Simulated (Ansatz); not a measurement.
**How CsCl (Pm-3m) stiffens under pressure**

```yaml
crystal:
  lattice:
    - [4.06534, 0.00000, 0.00000]
    - [0.00000, 4.06534, 0.00000]
    - [0.00000, 0.00000, 4.06534]
  atoms:
    - { symbol: Cs, position: [0.00000, 0.00000, 0.00000] }
    - { symbol: Cl, position: [0.50000, 0.50000, 0.50000] }
```

This is the zero-pressure cell. At each pressure cell and atoms are relaxed in this structure, and the constants are slopes of the stress at strains of ±0.005 with relaxed ions (the coefficients that govern stability under load). Level: PBEsol, PAW on Ansatz 0.2.0's default frozen-core files (fitted under PBE), scalar-relativistic; k mesh 6×6×6, strains of ±0.005, fixed occupations, cutoff 420 eV. P is the pressure of the relaxed cell, less that of this one.

```tsv
P (GPa)	V/V₀	C11 (GPa)	C12 (GPa)	C44 (GPa)
0.00	1.0000	37.8	9.2	9.1
1.01	0.9535	43.7	14.0	12.6
1.97	?	?	?	?
3.96	0.8653	59.1	27.1	22.3
6.96	0.8084	73.3	39.5	31.5
9.95	0.7669	86.7	51.4	40.4
14.94	0.7160	107.8	70.2	54.7
```

Q: Does the bulk modulus from the constants agree with the pressure-volume curve?

A: A third-order Birch-Murnaghan fit to the volumes shown (F against f, f = [(V₀/V)^(2/3) − 1]/2) gives B₀ = 18.8 GPa and B′ = 5.2. Its −V dP/dV stands beside (C11 + 2C12)/3:

```
P (GPa)  from P(V)  from the constants
   0.00       18.8                18.7
   1.01       23.9                23.9
   3.96       37.6                37.8
   6.96       50.7                50.8
   9.95       63.4                63.2
  14.94       83.9                82.8
```

Q: What are the pressure derivatives at zero pressure?

A: Slopes at V₀ of quadratic fits in −ln(V/V₀) through the first four rows shown, divided by B₀: dC11/dP = 5.7, dC12/dP = 4.6, dC44/dP = 3.3. The mean slopes up to 4.0 GPa are 5.4, 4.5, 3.3; curvature and scatter of the constants part the two. The combination (dC11/dP + 2 dC12/dP)/3 = 4.9 stands against B′.

Q: Fill the row at 1.97 GPa.

A: Cubic fits in −ln(V/V₀) through all rows shown give C11 = 48.9, C12 = 18.4, C44 = 15.9 GPa. Computed: V/V₀ = 0.9193, C11 (GPa) = 48.9, C12 (GPa) = 18.4, C44 (GPa) = 15.9.

Q: Does a shear stiffness soften?

A: C44 goes from 9.1 to 54.7 GPa; (C11 − C12)/2 goes from 14.3 to 18.8 GPa. Neither ends more than 3 % under its start, and the lattice stays mechanically stable over this range.

Keep in mind: no other phase was computed; many crystals of this kind change structure within this range, and rows or crossings beyond such a change describe a metastable lattice; frozen-core PAW files fitted under PBE, their cores solved anew for the functional of the run; phonons weren't checked at these pressures.
